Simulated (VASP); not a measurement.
# CdS (Greenockite) (P6_3mc) in VASP: further runs

Aim: see how the results for CdS (Greenockite) move with the level of theory and the settings. Levels: PBEsol, LDA. Tasks: band structure, phonons.

Program: VASP 6.6.1. These are calculated values, not measurements. Logs are shortened: lines on timing, memory, paths and dates and some standing lists are left out, and cuts for length are marked.

**The experiment to reproduce.**

From “Isotope dependence of band-gap energy”, 2008, arxiv:0807.2152, for a bulk crystal of CdS: band gap 2.5809 ± 0.0002 eV.

The runs below are set against these values where they give the same quantity.

### 1 The crystal as given

Symmetry: P6_3mc, No. 186, hexagonal system. Conventional cell: a = 4.150 Å, b = 4.150 Å, c = 6.737 Å, α = 90.00°, β = 90.00°, γ = 120.00°. Cd (site symmetry 3m) is surrounded by 4 S at 2.53 to 2.54 Å. S (site symmetry 3m) is surrounded by 4 Cd at 2.53 to 2.54 Å.

### 2 Band structure, PBEsol

Contents of POSCAR:

```
CdS
1.0
    4.1500000000      0.0000000000      0.0000000000
   -2.0750000000      3.5940054257      0.0000000000
    0.0000000000      0.0000000000      6.7370000000
Cd S
2 2
Direct
    0.6666666667      0.3333333333      0.5000000000
    0.3333333333      0.6666666667      0.0000000000
    0.6666666667      0.3333333333      0.8750000000
    0.3333333333      0.6666666667      0.3750000000
```

Contents of INCAR.step1:

```
PREC = Accurate
ENCUT = 520
EDIFF = 1E-6
ISMEAR = -1
SIGMA = 0.05
LREAL = F
LASPH = T
NELM = 80
ALGO = Normal
ISIF = 2
LWAVE = F
LCHARG = T
GGA = PS
NBANDS = 26
```

Contents of KPOINTS.step1:

```
regular mesh
0
Gamma
  7 7 4
```

Contents of INCAR.step2:

```
PREC = Accurate
ENCUT = 520
EDIFF = 1E-6
ISMEAR = 0
SIGMA = 0.05
LREAL = F
LASPH = T
NELM = 80
ALGO = Normal
ISIF = 2
LWAVE = F
LCHARG = F
GGA = PS
NBANDS = 26
ICHARG = 11
```

Contents of KPOINTS.step2:

```
path GMKGALHA,LM,KH
10
line-mode
reciprocal
 0.0000000000  0.0000000000  0.0000000000  G
 0.5000000000  0.0000000000  0.0000000000  M

 0.5000000000  0.0000000000  0.0000000000  M
 0.3333333333  0.3333333333  0.0000000000  K

 0.3333333333  0.3333333333  0.0000000000  K
 0.0000000000  0.0000000000  0.0000000000  G

 0.0000000000  0.0000000000  0.0000000000  G
 0.0000000000  0.0000000000  0.5000000000  A

 0.0000000000  0.0000000000  0.5000000000  A
 0.5000000000  0.0000000000  0.5000000000  L

 0.5000000000  0.0000000000  0.5000000000  L
 0.3333333333  0.3333333333  0.5000000000  H

 0.3333333333  0.3333333333  0.5000000000  H
 0.0000000000  0.0000000000  0.5000000000  A

 0.5000000000  0.0000000000  0.5000000000  L
 0.5000000000  0.0000000000  0.0000000000  M

 0.3333333333  0.3333333333  0.0000000000  K
 0.3333333333  0.3333333333  0.5000000000  H
```

Potentials or basis: VASP PAW PBE potentials, release 64 (Cd, S).

Launch:

```console
> cat potpaw_PBE.64/Cd/POTCAR potpaw_PBE.64/S/POTCAR > POTCAR
> cp INCAR.step1 INCAR
> cp KPOINTS.step1 KPOINTS
> mpirun -np 1 vasp_std > vasp.out
> cp INCAR.step2 INCAR
> cp KPOINTS.step2 KPOINTS
> mpirun -np 1 vasp_std > vasp.out
```

OUTCAR:

```text
PREC = Accurate
   ENCUT = 520
   EDIFF = 1E-6
   ISMEAR = 0
   LREAL = F
   LASPH = T
   NELM = 80
   ISIF = 2
   GGA = PS
   ICHARG = 11

 ion  position               nearest neighbor table
   1  0.667  0.333  0.500-   3 2.53   4 2.54   4 2.54   4 2.54
   2  0.333  0.667  0.000-   4 2.53   3 2.54   3 2.54   3 2.54
   3  0.667  0.333  0.875-   1 2.53   2 2.54   2 2.54   2 2.54
   4  0.333  0.667  0.375-   2 2.53   1 2.54   1 2.54   1 2.54

  LATTYP: Found a hexagonal cell.
 ALAT       =     4.1500000000
 C/A-ratio  =     1.6233734940

  Lattice vectors:

 A1 = (   4.1500000000,   0.0000000000,   0.0000000000)
 A2 = (  -2.0750000000,   3.5940054257,   0.0000000000)
 A3 = (   0.0000000000,   0.0000000000,   6.7370000000)

Analysis of symmetry for initial positions (statically):
=====================================================================
 Subroutine PRICEL returns:
 Original cell was already a primitive cell.

 Routine SETGRP: Setting up the symmetry group for a
 hexagonal supercell.

 Subroutine GETGRP returns: Found 12 space group operations
 (whereof  6 operations were pure point group operations)
 out of a pool of 24 trial point group operations.

The static configuration has the point symmetry C_3v.
 The point group associated with its full space group is C_6v.

Analysis of symmetry for dynamics (positions and initial velocities):
=====================================================================
 Subroutine PRICEL returns:
 Original cell was already a primitive cell.

 Routine SETGRP: Setting up the symmetry group for a
 hexagonal supercell.

 Subroutine GETGRP returns: Found 12 space group operations
 (whereof  6 operations were pure point group operations)
 out of a pool of 24 trial point group operations.

The dynamic configuration has the point symmetry C_3v.
 The point group associated with its full space group is C_6v.

 Subroutine INISYM returns: Found 12 space group operations
 (whereof  6 operations are pure point group operations),
 and found     1 'primitive' translations

----------------------------------------------------------------------------------------

                                     Primitive cell

  volume of cell :     100.4832

  direct lattice vectors                    reciprocal lattice vectors
     4.150000000  0.000000000  0.000000000     0.240963855  0.139120547  0.000000000
    -2.075000000  3.594005426  0.000000000     0.000000000  0.278241094  0.000000000
     0.000000000  0.000000000  6.737000000     0.000000000  0.000000000  0.148434021

  length of vectors
     4.150000000  4.150000000  6.737000000     0.278241094  0.278241094  0.148434021

  position of ions in fractional coordinates (direct lattice)
     0.666666667  0.333333333  0.500000000
     0.333333333  0.666666667  0.000000000
     0.666666667  0.333333333  0.875000000
     0.333333333  0.666666667  0.375000000

  ion indices of the primitive-cell ions
   primitive index   ion index
                 1           1
                 2           2
                 3           3
                 4           4

----------------------------------------------------------------------------------------

 KPOINTS: path GMKGALHA,LM,KH

Interpolating k-points between supplied coordinates.

 Line segments in fractional coordinates (reciprocal lattice):
    0.000000  0.000000  0.000000  ...  0.500000  0.000000  0.000000
    0.500000  0.000000  0.000000  ...  0.333333  0.333333  0.000000
    0.333333  0.333333  0.000000  ...  0.000000  0.000000  0.000000
    0.000000  0.000000  0.000000  ...  0.000000  0.000000  0.500000
    0.000000  0.000000  0.500000  ...  0.500000  0.000000  0.500000
    0.500000  0.000000  0.500000  ...  0.333333  0.333333  0.500000
    0.333333  0.333333  0.500000  ...  0.000000  0.000000  0.500000
    0.500000  0.000000  0.500000  ...  0.500000  0.000000  0.000000
    0.333333  0.333333  0.000000  ...  0.333333  0.333333  0.500000

 Generated    10 points on each line segment, for a total of     90 k-points:

 Following reciprocal coordinates:
            Coordinates               Weight
  0.000000  0.000000  0.000000      0.011111
  0.055556  0.000000  0.000000      0.011111
  0.111111  0.000000  0.000000      0.011111
  0.166667  0.000000  0.000000      0.011111
  0.222222  0.000000  0.000000      0.011111
  0.277778  0.000000  0.000000      0.011111
[... 16 lines left out ...]
  0.259259  0.259259  0.000000      0.011111
  0.222222  0.222222  0.000000      0.011111
 [... further k-points ...]
   k-points           NKPTS =     90   k-points in BZ     NKDIM =     90   number of bands    NBANDS=     26
   number of dos      NEDOS =    301   number of ions     NIONS =      4
   total plane-waves  NPLWV =  51200
   dimension x,y,z NGX =    32 NGY =   32 NGZ =   50
   dimension x,y,z NGXF=    64 NGYF=   64 NGZF=  100
   ions per type =               2   2
   NGX,Y,Z   is equivalent  to a cutoff of  12.82, 12.82, 12.34 a.u.
   NGXF,Y,Z  is equivalent  to a cutoff of  25.64, 25.64, 24.68 a.u.
 SYSTEM =  unknown system
   PREC   = accura    normal or accurate (medium, high low for compatibility)
   ISTART =      0    job   : 0-new  1-cont  2-samecut
   ICHARG =     11    charge: 1-file 2-atom 10-const
   ISPIN  =      1    spin polarized calculation?
   LNONCOLLINEAR =      F non collinear calculations
   LSORBIT =      F    spin-orbit coupling
   LASPH  =      T    aspherical Exc in radial PAW
   ENCUT  =  520.0 eV  38.22 Ry    6.18 a.u.   7.72  7.72 12.53*2*pi/ulx,y,z
   NELM   =     80;   NELMIN=  2; NELMDL=  0     # of ELM steps
   EDIFF  = 0.1E-05   stopping-criterion for ELM
   LREAL  =      F    real-space projection
   EDIFFG = 0.1E-04   stopping-criterion for IOM
   NSW    =      0    number of steps for IOM
   IBRION =     -1    ionic relax: 0-MD 1-quasi-New 2-CG
   NFREE  =      0    steps in history (QN), initial steepest desc. (CG)
   ISIF   =      2    stress and relaxation
   ISYM   =      2    0-nonsym 1-usesym 2-fastsym
   POTIM  = 0.5000    time-step for ionic-motion
   TEBEG  =    0.0;   TEEND  =   0.0 temperature during run
   PSTRESS=    0.0 pullay stress
   NELECT =      36.0000    total number of electrons
   NUPDOWN=      -1.0000    fix difference up-down
   EMIN   =  10.00;   EMAX   =-10.00  energy-range for DOS
   EFERMI =   0.00;   METHOD = LEGACY
   ISMEAR =     0;   SIGMA  =   0.05  broadening in eV -4-tet -1-fermi 0-gaus
   EFERMI_NEDOS =   21; number of points for ismear=-14 and -15
   IALGO  =     38    algorithm
   IMIX   =      4    mixing-type and parameters
     AMIX     =   0.40;   BMIX     =  1.00
     AMIX_MAG =   1.60;   BMIX_MAG =  1.00
  volume/ion in A,a.u.               =      25.12       169.52
  Fermi-wavevector in a.u.,A,eV,Ry     =   1.162727  2.197236 18.394190  1.351935
  Thomas-Fermi vector in A             =   2.299285
   LORBIT       =      0    0 simple, 1 ext, 2 COOP (PROOUT), +10 PAW based schemes
   GGA     = PS    functional components
   LHFCALC =     F    Hartree Fock is set to
   AEXX    =    0.0000 exact exchange contribution
   IVDW    =     0    specifies the selected vdW correction
   LEPSILON=     F    determine dielectric tensor
   LRPA    =     F    only Hartree local field effects (RPA)
 non-spin polarized calculation
 Gauss-broadening in eV      SIGMA  =   0.05
  energy-cutoff  :      520.00
  volume of cell :      100.48
 maximum number of plane-waves:      2737
 NGX is ok and might be reduce to    32

 number of electron      35.9999997 magnetization

 Free energy of the ion-electron system (eV)
  ---------------------------------------------------
  ext. energy  EPLUGINS =         0.00000000
  ---------------------------------------------------
  free energy    TOTEN  =       -12.93305061 eV

  energy without entropy =      -12.93305061  energy(sigma->0) =      -12.93305061

 E-fermi :   1.3207     XC(G=0):  -9.3113

 val. band max:        1.1027807682   @ k =   0.0000   0.0000   0.0000
 cond. band min:       2.1628291034   @ k =   0.0000   0.0000   0.0000
 fundamental gap:      1.0600483353
 Fermi energy:         1.3206845084

 k-point     1 :       0.0000    0.0000    0.0000
  band No.  band energies     occupation
      1     -11.2074      2.00000
      2     -10.7695      2.00000
      3      -6.5707      2.00000
      4      -6.5479      2.00000
      5      -6.5479      2.00000
      6      -6.4614      2.00000
[... 18 lines left out ...]
     25       8.6005      0.00000
     26       8.6612      0.00000

 k-point     2 :       0.0556    0.0000    0.0000
  band No.  band energies     occupation
      1     -11.1962      2.00000
      2     -10.7645      2.00000
      3      -6.5669      2.00000
      4      -6.5433      2.00000
      5      -6.5403      2.00000
      6      -6.4567      2.00000
[... 18 lines left out ...]
     25       8.6423      0.00000
     26       8.6685      0.00000

 k-point     3 :       0.1111    0.0000    0.0000
  band No.  band energies     occupation
      1     -11.1636      2.00000
      2     -10.7504      2.00000
      3      -6.5551      2.00000
      4      -6.5306      2.00000
      5      -6.5180      2.00000
      6      -6.4422      2.00000
[... 18 lines left out ...]
     25       8.5593      0.00000
     26       8.8650      0.00000

 k-point     4 :       0.1667    0.0000    0.0000
  band No.  band energies     occupation
      1     -11.1127      2.00000
      2     -10.7295      2.00000
      3      -6.5368      2.00000
      4      -6.5121      2.00000
      5      -6.4810      2.00000
      6      -6.4164      2.00000
[... 18 lines left out ...]
     25       8.5273      0.00000
     26       9.1700      0.00000
[... 496 lines left out ...]
      1     -10.7206      2.00000
      2     -10.6621      2.00000
      3      -6.4901      2.00000
      4      -6.3550      2.00000
      5      -6.2994      2.00000
      6      -6.2503      2.00000
[... 18 lines left out ...]
     25       9.3440      0.00000
     26      10.1781      0.00000

 k-point    23 :       0.2593    0.2593    0.0000
  band No.  band energies     occupation
      1     -10.7723      2.00000
      2     -10.6501      2.00000
      3      -6.4839      2.00000
      4      -6.3906      2.00000
      5      -6.2980      2.00000
      6      -6.2628      2.00000
[... 18 lines left out ...]
     25       8.9034      0.00000
     26      10.4636      0.00000

 k-point    24 :       0.2222    0.2222    0.0000
  band No.  band energies     occupation
      1     -10.8400      2.00000
      2     -10.6517      2.00000
      3      -6.4783      2.00000
      4      -6.4266      2.00000
      5      -6.3143      2.00000
      6      -6.2897      2.00000
[... 18 lines left out ...]
     25       8.9578      0.00000
     26      10.1738      0.00000

 [... further k-points ...]

------------------------ aborting loop because EDIFF is reached ----------------------------------------

  FORCE on cell =-STRESS in cart. coord.  units (eV):
  Direction    XX          YY          ZZ          XY          YZ          ZX
  --------------------------------------------------------------------------------------
  -------------------------------------------------------------------------------------
  Total        1.3825135      1.3825135      0.6738290      0.0000000      0.0000000      0.0000000
  in kB       22.0438072     22.0438072     10.7440229      0.0000000      0.0000000      0.0000000
  external PRESSURE =      18.2772124 kB  Pullay stress =       0.0000000 kB

 VOLUME and BASIS-vectors are now :
 -----------------------------------------------------------------------------
  energy-cutoff  :      520.00
  volume of cell :      100.48
      direct lattice vectors                 reciprocal lattice vectors
     4.150000000  0.000000000  0.000000000     0.240963855  0.139120547  0.000000000
    -2.075000000  3.594005426  0.000000000     0.000000000  0.278241094  0.000000000
     0.000000000  0.000000000  6.737000000     0.000000000  0.000000000  0.148434021

 POSITION                                       TOTAL-FORCE (eV/Angst)
 -----------------------------------------------------------------------------------
      2.07500      1.19800      3.36850         0.000000      0.000000      0.174052
     -0.00000      2.39600      0.00000        -0.000000      0.000000      0.174052
      2.07500      1.19800      5.89487         0.000000      0.000000     -0.174052
     -0.00000      2.39600      2.52637         0.000000     -0.000000     -0.174052
 -----------------------------------------------------------------------------------
    total drift:                               -0.000000     -0.000000     -0.057331

  FREE ENERGIE OF THE ION-ELECTRON SYSTEM (eV)
  ---------------------------------------------------
  free  energy   TOTEN  =       -12.9330506066 eV

  energy  without entropy=      -12.9330506066  energy(sigma->0) =      -12.93305061
```

Wall time 72 s (1 thread of Intel Xeon 6975P-C (Granite Rapids), shared host); peak memory 0.33 GiB.

What came out:

| Property | Result |
| --- | --- |
| Band gap on the k mesh | 1.06 eV, direct |
| Band gap along the path | 1.06 eV, direct |

Levels at the corners of the path, in eV from the valence-band top:
```tsv
point	band 15	band 16	band 17	band 18	band 19	band 20	band 21	band 22
Γ	-0.77	-0.04	0.00	0.00	1.06	2.67	6.37	6.37
M	-2.67	-1.88	-1.32	-0.74	3.61	3.76	4.99	6.29
M	-2.67	-1.88	-1.32	-0.74	3.61	3.76	4.99	6.29
K	-3.11	-1.87	-1.87	-1.63	4.51	5.02	5.02	7.00
K	-3.11	-1.87	-1.87	-1.63	4.51	5.02	5.02	7.00
Γ	-0.77	-0.04	0.00	0.00	1.06	2.67	6.37	6.37
Γ	-0.77	-0.04	0.00	0.00	1.06	2.67	6.37	6.37
A	-0.40	-0.40	-0.40	-0.40	2.73	2.73	6.07	6.07
A	-0.40	-0.40	-0.40	-0.40	2.73	2.73	6.07	6.07
L	-1.34	-1.34	-1.33	-1.33	3.35	3.35	5.28	5.28
L	-1.34	-1.34	-1.33	-1.33	3.35	3.35	5.28	5.28
H	-2.43	-2.43	-1.12	-1.12	4.28	4.28	5.97	5.97
H	-2.43	-2.43	-1.12	-1.12	4.28	4.28	5.97	5.97
A	-0.40	-0.40	-0.40	-0.40	2.73	2.73	6.07	6.07
L	-1.34	-1.34	-1.33	-1.33	3.35	3.35	5.28	5.28
M	-2.67	-1.88	-1.32	-0.74	3.61	3.76	4.99	6.29
K	-3.11	-1.87	-1.87	-1.63	4.51	5.02	5.02	7.00
H	-2.43	-2.43	-1.12	-1.12	4.28	4.28	5.97	5.97
```

Caveat: the log is that of the step along the path at fixed density, whose energy, stress, charges and moments have no meaning; the PAW data sets were made with another functional, which shifts forces and pressure a little.

(Part 1 of 2 ends here.)
